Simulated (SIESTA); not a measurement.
MnO2:

```
Mn O
1.0
     2.85658    0.00000    0.00000
    -1.42829    2.47387    0.00000
     0.00000    0.00000    4.60137
Mn O
1 2
Direct
  0.00000 0.00000 0.50000
  0.33333 0.66667 0.70629
  0.66667 0.33333 0.29371
```

Measurements of this composition are mostly on another form, of space group No. 136.

Base run:

* Program: SIESTA 5.4.2
* Functional: PBE
* Potentials or basis: PseudoDojo 0.4 standard (PBE files)
* Basis: DZP (energy shift 0.003 Ry; two zetas on semicore shells)
* Grid cutoff: 800 Ry
* Energy shift: 0.003 Ry
* k mesh: 11 × 11 × 6
* Occupations: fermi-dirac, width 0.05 eV
* Spin: collinear spin, ferromagnetic start
* Starting moments: [4.0, 0.0, 0.0] μB

Its results: band gap on the k mesh 0.85 eV, indirect (least direct gap 0.91 eV); pressure 7.5 GPa; net moment 3.00 μB per cell; site moments Mn +2.93; O +0.03 μB; largest force 0.633 eV/Å.

The run is repeated on the same cell with these changes: functional from PBE to LDA; potentials or basis from PseudoDojo 0.4 standard (PBE files) to PseudoDojo 0.4 standard (LDA files). What comes out?

Band gap on the k mesh 0.38 eV, indirect (least direct gap 0.42 eV); pressure -5.9 GPa; net moment 3.00 μB per cell; site moments Mn +2.88; O +0.06 μB; largest force 0.114 eV/Å.

Caveats: short orbitals over semicore shells can move pressures by several GPa; the basis of atomic orbitals isn't converged, which shifts pressures, moduli and gaps; a cell with one magnetic atom can't hold antiferromagnetic order, which such compounds often take; an odd mesh through Γ misses points on the zone boundary, where band edges often lie (some runs).
